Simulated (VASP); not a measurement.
# Pb (R-3m) in VASP: electric field gradients with PBE

Aim: the electric field gradients of Pb with PBE.

Everything below comes from runs of VASP 6.6.1. Logs are shortened: lines on timing, memory, paths and dates and some standing lists are left out, and cuts for length are marked.

## Step 1: The cell of the first run

Symmetry: R-3m, No. 166, trigonal system. The conventional cell has a = 3.458 Å, b = 3.458 Å, c = 8.727 Å, α = 90.00°, β = 90.00°, γ = 120.00°. Pb (site symmetry -3m) has 12 Pb at 3.46 to 3.53 Å as nearest neighbours.

## Step 2: Electric field gradients, PBE (equal xy, yz and zx shear strains of +2 %)

INCAR reads:

```
PREC = Accurate ; ENCUT = 520
EDIFF = 1E-8 ; ISMEAR = -1
SIGMA = 0.05 ; LREAL = False
LASPH = True ; NELM = 60
ALGO = Fast ; ISIF = 2
LWAVE = False ; LCHARG = False
GGA = PE ; LEFG = True
NBANDS = 13
```

KPOINTS reads:

```
Automatic mesh
0
Gamma
  12 12 12
```

POSCAR reads:

```
Pb
1.0
    0.0493960000      2.4944980000      2.4944980000
    2.4944980000      0.0493960000      2.4944980000
    2.4944980000      2.4944980000      0.0493960000
Pb
1
Direct
    0.0000000000      0.0000000000      0.0000000000
```

Potentials or basis: VASP PAW PBE potentials, release 64 (Pb_d).

Started as:

```
$ cat potpaw_PBE.64/Pb_d/POTCAR > POTCAR
$ mpirun -np 1 vasp_std > vasp.out
```

OUTCAR:

```text
PREC = Accurate
   ENCUT = 520
   EDIFF = 1E-8
   ISMEAR = -1
   LREAL = False
   LASPH = True
   NELM = 60
   ISIF = 2
   GGA = PE

 ion  position               nearest neighbor table
   1  0.000  0.000  0.000-

  LATTYP: Found a trigonal (rhomboedric) cell.
 ALAT       =     3.5280987102
 COS(alpha) =     0.5197000882

  Lattice vectors:

 A1 = (   0.0493960000,   2.4944980000,   2.4944980000)
 A2 = (   2.4944980000,   0.0493960000,   2.4944980000)
 A3 = (   2.4944980000,   2.4944980000,   0.0493960000)

Analysis of symmetry for initial positions (statically):
=====================================================================
 Subroutine PRICEL returns:
 Original cell was already a primitive cell.

 Routine SETGRP: Setting up the symmetry group for a
 trigonal (rhombohedral) supercell.

 Subroutine GETGRP returns: Found 12 space group operations
 (whereof 12 operations were pure point group operations)
 out of a pool of 12 trial point group operations.

The static configuration has the point symmetry D_3d.

Analysis of symmetry for dynamics (positions and initial velocities):
=====================================================================
 Subroutine PRICEL returns:
 Original cell was already a primitive cell.

 Routine SETGRP: Setting up the symmetry group for a
 trigonal (rhombohedral) supercell.

 Subroutine GETGRP returns: Found 12 space group operations
 (whereof 12 operations were pure point group operations)
 out of a pool of 12 trial point group operations.

The dynamic configuration has the point symmetry D_3d.

 Subroutine INISYM returns: Found 12 space group operations
 (whereof 12 operations are pure point group operations),
 and found     1 'primitive' translations

----------------------------------------------------------------------------------------

                                     Primitive cell

  volume of cell :      30.1221

  direct lattice vectors                    reciprocal lattice vectors
     0.049396000  2.494498000  2.494498000    -0.206495255  0.202485638  0.202485638
     2.494498000  0.049396000  2.494498000     0.202485638 -0.206495255  0.202485638
     2.494498000  2.494498000  0.049396000     0.202485638  0.202485638 -0.206495255

  length of vectors
     3.528098710  3.528098710  3.528098710     0.353045546  0.353045546  0.353045546

  position of ions in fractional coordinates (direct lattice)
     0.000000000  0.000000000  0.000000000

  ion indices of the primitive-cell ions
   primitive index   ion index
                 1           1

----------------------------------------------------------------------------------------

 KPOINTS: Automatic mesh

Automatic generation of k-mesh.
 Grid dimensions read from file:
 generate k-points for:   12   12   12

 Generating k-lattice:

  Cartesian coordinates                     Fractional coordinates (reciprocal lattice)
    -0.017207938  0.016873803  0.016873803     0.083333333  0.000000000 -0.000000000
     0.016873803 -0.017207938  0.016873803     0.000000000  0.083333333 -0.000000000
     0.016873803  0.016873803 -0.017207938     0.000000000  0.000000000  0.083333333

  Length of vectors
     0.029420462  0.029420462  0.029420462

  Shift w.r.t. Gamma in fractional coordinates (k-lattice)
     0.000000000  0.000000000  0.000000000

 Subroutine IBZKPT returns following result:
 ===========================================

 Found    189 irreducible k-points:

 Following reciprocal coordinates:
            Coordinates               Weight
  0.000000  0.000000  0.000000      1.000000
  0.083333  0.000000  0.000000      6.000000
  0.166667 -0.000000  0.000000      6.000000
  0.250000 -0.000000 -0.000000      6.000000
  0.333333  0.000000  0.000000      6.000000
  0.416667  0.000000  0.000000      6.000000
[... 16 lines left out ...]
  0.500000  0.166667  0.000000     12.000000
 -0.416667  0.166667 -0.000000     12.000000
 [... further k-points ...]
   k-points           NKPTS =    189   k-points in BZ     NKDIM =    189   number of bands    NBANDS=     13
   number of dos      NEDOS =    301   number of ions     NIONS =      1
   total plane-waves  NPLWV =  21952
   dimension x,y,z NGX =    28 NGY =   28 NGZ =   28
   dimension x,y,z NGXF=    56 NGYF=   56 NGZF=   56
   ions per type =               1
   NGX,Y,Z   is equivalent  to a cutoff of  13.19, 13.19, 13.19 a.u.
   NGXF,Y,Z  is equivalent  to a cutoff of  26.39, 26.39, 26.39 a.u.
 SYSTEM =  unknown system
   PREC   = accura    normal or accurate (medium, high low for compatibility)
   ISTART =      0    job   : 0-new  1-cont  2-samecut
   ICHARG =      2    charge: 1-file 2-atom 10-const
   ISPIN  =      1    spin polarized calculation?
   LNONCOLLINEAR =      F non collinear calculations
   LSORBIT =      F    spin-orbit coupling
   LASPH  =      T    aspherical Exc in radial PAW
   ENCUT  =  520.0 eV  38.22 Ry    6.18 a.u.   6.56  6.56  6.56*2*pi/ulx,y,z
   NELM   =     60;   NELMIN=  2; NELMDL= -5     # of ELM steps
   EDIFF  = 0.1E-07   stopping-criterion for ELM
   LREAL  =      F    real-space projection
   EDIFFG = 0.1E-06   stopping-criterion for IOM
   NSW    =      0    number of steps for IOM
   IBRION =     -1    ionic relax: 0-MD 1-quasi-New 2-CG
   NFREE  =      0    steps in history (QN), initial steepest desc. (CG)
   ISIF   =      2    stress and relaxation
   ISYM   =      2    0-nonsym 1-usesym 2-fastsym
   POTIM  = 0.5000    time-step for ionic-motion
   TEBEG  =    0.0;   TEEND  =   0.0 temperature during run
   PSTRESS=    0.0 pullay stress
   NELECT =      14.0000    total number of electrons
   NUPDOWN=      -1.0000    fix difference up-down
   EMIN   =  10.00;   EMAX   =-10.00  energy-range for DOS
   EFERMI =   0.00;   METHOD = LEGACY
   ISMEAR =    -1;   SIGMA  =   0.05  broadening in eV -4-tet -1-fermi 0-gaus
   EFERMI_NEDOS =   21; number of points for ismear=-14 and -15
   IALGO  =     68    algorithm
   IMIX   =      4    mixing-type and parameters
     AMIX     =   0.40;   BMIX     =  1.00
     AMIX_MAG =   1.60;   BMIX_MAG =  1.00
  volume/ion in A,a.u.               =      30.12       203.27
  Fermi-wavevector in a.u.,A,eV,Ry     =   1.268106  2.396373 21.879429  1.608093
  Thomas-Fermi vector in A             =   2.401218
   LORBIT       =      0    0 simple, 1 ext, 2 COOP (PROOUT), +10 PAW based schemes
   GGA     = PE    functional components
   LHFCALC =     F    Hartree Fock is set to
   AEXX    =    0.0000 exact exchange contribution
   IVDW    =     0    specifies the selected vdW correction
   LEPSILON=     F    determine dielectric tensor
   LRPA    =     F    only Hartree local field effects (RPA)
 non-spin polarized calculation
 RMM-DIIS sequential band-by-band and
  energy-cutoff  :      520.00
  volume of cell :       30.12
 maximum number of plane-waves:       833
 NGX is ok and might be reduce to    28

 number of electron      14.0000000 magnetization

 Free energy of the ion-electron system (eV)
  ---------------------------------------------------
  ext. energy  EPLUGINS =         0.00000000
  ---------------------------------------------------
  free energy    TOTEN  =        -3.53836678 eV

  energy without entropy =       -3.53071743  energy(sigma->0) =       -3.53454211

 E-fermi :   7.3944     XC(G=0): -10.2150

 val. band max:        7.3917207885   @ k =  -0.1667   0.4167   0.1667
 cond. band min:       7.3990374053   @ k =  -0.3333  -0.4167   0.1667
 fundamental gap:      0.0073166168
 Fermi energy:         7.3943501480

 k-point     1 :       0.0000    0.0000    0.0000
  band No.  band energies     occupation
      1      -9.7345      2.00000
      2      -9.7113      2.00000
      3      -9.7113      2.00000
      4      -9.5718      2.00000
      5      -9.5718      2.00000
      6      -4.4439      2.00000
      7      14.3278      0.00000
      8      15.0582      0.00000
      9      15.0582      0.00000
     10      17.1868      0.00000
     11      18.5356      0.00000
     12      19.6826      0.00000
     13      20.1363      0.00000

 k-point     2 :       0.0833    0.0000    0.0000
  band No.  band energies     occupation
      1      -9.7243      2.00000
      2      -9.7123      2.00000
      3      -9.6981      2.00000
      4      -9.5738      2.00000
      5      -9.5729      2.00000
      6      -4.3071      2.00000
      7      13.4297      0.00000
      8      14.2719      0.00000
      9      14.8655      0.00000
     10      16.8715      0.00000
     11      19.0287      0.00000
     12      20.1293      0.00000
     13      20.4531      0.00000

 k-point     3 :       0.1667   -0.0000    0.0000
  band No.  band energies     occupation
      1      -9.7172      2.00000
      2      -9.7025      2.00000
      3      -9.6695      2.00000
      4      -9.5713      2.00000
      5      -9.5689      2.00000
      6      -3.8960      2.00000
      7      10.8342      0.00000
      8      13.8886      0.00000
      9      14.4042      0.00000
     10      16.5315      0.00000
     11      19.8795      0.00000
     12      20.1122      0.00000
     13      20.5533      0.00000
[... 305 lines left out ...]
 k-point    23 :       0.5000    0.1667    0.0000
  band No.  band energies     occupation
      1      -9.7380      2.00000
      2      -9.6853      2.00000
      3      -9.6403      2.00000
      4      -9.5096      2.00000
      5      -9.4338      2.00000
      6      -0.6088      2.00000
      7       4.0945      2.00000
      8      10.0283      0.00000
      9      11.5065      0.00000
     10      14.8195      0.00000
     11      19.5230      0.00000
     12      20.4712      0.00000
     13      22.0341      0.00000

 k-point    24 :      -0.4167    0.1667   -0.0000
  band No.  band energies     occupation
      1      -9.7237      2.00000
      2      -9.6889      2.00000
      3      -9.6472      2.00000
      4      -9.4864      2.00000
      5      -9.4561      2.00000
      6      -0.3994      2.00000
      7       3.7973      2.00000
      8       9.5939      0.00000
      9      11.9649      0.00000
     10      15.0685      0.00000
     11      19.0410      0.00000
     12      20.0501      0.00000
     13      22.5963      0.00000

 [... further k-points ...]

------------------------ aborting loop because EDIFF is reached ----------------------------------------

  FORCE on cell =-STRESS in cart. coord.  units (eV):
  Direction    XX          YY          ZZ          XY          YZ          ZX
  --------------------------------------------------------------------------------------
  -------------------------------------------------------------------------------------
  Total        0.5535810      0.5535810      0.5535810      0.0012636      0.0012636      0.0012636
  in kB       29.4446146     29.4446146     29.4446146      0.0672098      0.0672098      0.0672098
  external PRESSURE =      29.4446146 kB  Pullay stress =       0.0000000 kB

 VOLUME and BASIS-vectors are now :
 -----------------------------------------------------------------------------
  energy-cutoff  :      520.00
  volume of cell :       30.12
      direct lattice vectors                 reciprocal lattice vectors
     0.049396000  2.494498000  2.494498000    -0.206495255  0.202485638  0.202485638
     2.494498000  0.049396000  2.494498000     0.202485638 -0.206495255  0.202485638
     2.494498000  2.494498000  0.049396000     0.202485638  0.202485638 -0.206495255

 POSITION                                       TOTAL-FORCE (eV/Angst)
 -----------------------------------------------------------------------------------
      0.00000      0.00000      0.00000         0.000000     -0.000000      0.000000
 -----------------------------------------------------------------------------------
    total drift:                               -0.000000     -0.000000     -0.000000

  FREE ENERGIE OF THE ION-ELECTRON SYSTEM (eV)
  ---------------------------------------------------
  free  energy   TOTEN  =        -3.5383667816 eV

  energy  without entropy=       -3.5307174298  energy(sigma->0) =       -3.53454211

 Electric field gradients (V/A^2)
---------------------------------------------------------------------
 ion       V_xx      V_yy      V_zz      V_xy      V_xz      V_yz
---------------------------------------------------------------------
   1      -0.000     0.000    -0.000    -1.304    -1.304    -1.304
---------------------------------------------------------------------

 Electric field gradients after diagonalization (V/A^2)
 (convention: |V_zz| > |V_xx| > |V_yy|)
----------------------------------------------------------------------
 ion       V_xx      V_yy      V_zz     asymmetry (V_yy - V_xx)/ V_zz
----------------------------------------------------------------------
   1       1.304     1.304    -2.608       0.000
----------------------------------------------------------------------

           NMR quadrupolar parameters

 Cq : quadrupolar parameter    Cq=e*Q*V_zz/h
 eta: asymmetry parameters     (V_yy - V_xx)/ V_zz
 Q  : nuclear electric quadrupole moment in mb (millibarn)
----------------------------------------------------------------------
 ion       Cq(MHz)       eta       Q (mb)
----------------------------------------------------------------------
   1      -0.006       0.000       1.000
----------------------------------------------------------------------
```

Run time: 52 s. Hardware: 1 thread of Intel Xeon 6975P-C (Granite Rapids), shared host; peak memory 0.18 GiB.

Results:

```
Free energy            : -3.5384 eV
Pressure               : 2.9 GPa
Band gap on the k mesh : none (metal or under the smearing width)
```

Electric field gradients, principal values (V/Å²):
| atom | Vxx | Vyy | Vzz |
| --- | --- | --- | --- |
| 1 Pb | 1.304 | 1.304 | -2.608 |

The run has no spin-orbit coupling, so splittings on Pb are missing.
